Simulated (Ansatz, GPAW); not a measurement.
This is a calculation of Sn for Ansatz 0.2.0. This isn't the form of Sn at room conditions, which is tetragonal (white tin).

input.yaml

```yaml
crystal:
  lattice:
    - [0.0, 3.2333428, 3.2333428]
    - [3.2333428, 0.0, 3.2333428]
    - [3.2333428, 3.2333428, 0.0]
  atoms:
    - { symbol: Sn, position: [0.75, 0.75, 0.75] }
    - { symbol: Sn, position: [0.5, 0.5, 0.5] }
kpoints:
  mp_grid: { grid: [7, 7, 7] }
scf:
  occupations: { method: gaussian, width: 0.1 }
hamiltonian:
  xc: rpbe
  pseudopotentials: { kind: all_electron, lapw: { basis_error: 0.001 } }
output:
  forces: true
  stress: true
  eigenvalues: true
```

Potentials or basis: all-electron LAPW, scalar-relativistic.

Command:

```bash
$ ansatz run input.yaml --threads 1 --pin off --max-ram 3072MiB --backend cpu --events-out ev --progress --plain --runs-dir out
```

Problem. What does the same run look like in GPAW 26.7.0 (ASE script)? Potentials or basis there: the program's PAW data sets (release 1.2.1) made for this functional, cutoff 600 eV.

Solution. As run (cutoffs and basis follow the program's own potentials, and thresholds, step limits or extra output files can differ):

The input run.py:

```python
from ase.dft.bandgap import bandgap
from ase.io import read, write
from ase.units import GPa
from gpaw import GPAW, PW

atoms = read('POSCAR')

calc = GPAW(mode=PW(600),
            xc='RPBE',
            kpts={'size': (7, 7, 7), 'gamma': True},
            occupations={'name': 'methfessel-paxton', 'order': 0, 'width': 0.1},
            nbands=24,
            convergence={'density': 1e-05, 'energy': 1e-05},
            maxiter=150,
            txt='gpaw.txt')
atoms.calc = calc
energy = atoms.get_potential_energy()
forces = atoms.get_forces()
stress = atoms.get_stress()
calc.write('gs.gpw')
write('result.traj', atoms)
print(f'Energy: {energy:.6f} eV')
print('Forces (eV/A):')
print(forces.round(4))
print('Stress (GPa):', (stress / GPa).round(3))
print('Fermi level:', round(calc.get_fermi_level(), 4), 'eV')
print(f'Gap: {bandgap(calc)[0]:.4f} eV, direct: {bandgap(calc, direct=True)[0]:.4f} eV')
```

POSCAR

```
Sn
1.0
    0.0000000000      3.2333428000      3.2333428000
    3.2333428000      0.0000000000      3.2333428000
    3.2333428000      3.2333428000      0.0000000000
Sn
2
Direct
    0.7500000000      0.7500000000      0.7500000000
    0.5000000000      0.5000000000      0.5000000000
```

Potentials or basis: the program's PAW data sets (release 1.2.1) made for this functional, pw.

Command:

```bash
$ OMP_NUM_THREADS=1 python run.py
```

Both were run:

|  | Ansatz | GPAW |
| --- | --- | --- |
| Pressure | 5.2 GPa | 4.9 GPa |

Where Ansatz's input types no cutoff or centring, it takes its own default and a Γ-centred mesh.

Pressure is positive in compression.
